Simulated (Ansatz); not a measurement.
# HgSe₂: start and end of a relaxation

The cell of HgSe₂ is invented: two kinds of sheet stacked in turn (P4/nmm, No. 129) (elements of the layers in order: Se (Se type), HgSe (FeSb type)).

start.cif

```cif
data_structure
_symmetry_space_group_name_H-M 'P4/nmm:1'
_symmetry_Int_Tables_number 129
_cell_length_a 3.8621
_cell_length_b 3.8621
_cell_length_c 10.7784
_cell_angle_alpha 90.000
_cell_angle_beta 90.000
_cell_angle_gamma 90.000
_cell_volume 160.77
loop_
_atom_site_label
_atom_site_type_symbol
_atom_site_symmetry_multiplicity
_atom_site_Wyckoff_symbol
_atom_site_fract_x
_atom_site_fract_y
_atom_site_fract_z
_atom_site_occupancy
Hg1 Hg 2 b 0.50000 0.50000 0.50000 1
Se1 Se 2 c 0.00000 0.50000 0.00000 1
Se2 Se 2 c 0.50000 0.00000 0.65904 1
```

The calculation used DFT PBE+D3(BJ), scalar-relativistic, plane waves, PAW (Ansatz 0.2.0). Cutoff 420 eV, Gaussian smearing, Γ-centred meshes. Cell and atoms relax first on a coarse mesh and then on a finer one. In between, the cell is made exact in the group found at 0.06 Å. In metals the finer mesh still leaves noise of several meV/atom or more. The steps can't lower the symmetry of their start. No spin polarisation.

end.cif

```cif
data_structure
_symmetry_space_group_name_H-M 'P4/nmm:1'
_symmetry_Int_Tables_number 129
_cell_length_a 4.0883
_cell_length_b 4.0883
_cell_length_c 9.7842
_cell_angle_alpha 90.000
_cell_angle_beta 90.000
_cell_angle_gamma 90.000
_cell_volume 163.54
loop_
_atom_site_label
_atom_site_type_symbol
_atom_site_symmetry_multiplicity
_atom_site_Wyckoff_symbol
_atom_site_fract_x
_atom_site_fract_y
_atom_site_fract_z
_atom_site_occupancy
Hg1 Hg 2 b 0.50000 0.50000 0.50000 1
Se1 Se 2 c 0.00000 0.50000 0.01661 1
Se2 Se 2 c 0.50000 0.00000 0.74764 1
```

The symmetry stays P4/nmm (No. 129). The volume per atom grows by 1.7 %, from 26.8 to 27.3 Å³. The shortest distance goes from 2.58 Å (Hg–Se) to 2.31 Å (Se–Se). The ratio c/a of the conventional cell changes by a factor of 0.86. The energy falls by about 0.29 eV/atom (the start's value is from the coarse mesh).

```json
{"Volume per atom": "27.26 Å³", "Density": "7.28 g/cm³", "Formation energy": "+0.21 eV/atom", "Gap on the 10×10×4 mesh of the 6-atom cell": "0 eV (a metal)"}
```

The zero of energy is the elements' standard structures at the same level; no fitted shifts are applied. The references include crystalline Hg. It can't be a ground state, since the elements alone are lower.

The last run used Gaussian smearing of 0.10 eV. Spin–orbit coupling, which can matter for Hg, is left out. A structure relaxed within its symmetry needn't be a true minimum. In all, the 3 runs took 11 min on 1 thread of Intel(R) Xeon(R) Processor @ 2.50GHz (Skylake/Cascade Lake), with other jobs on the host.
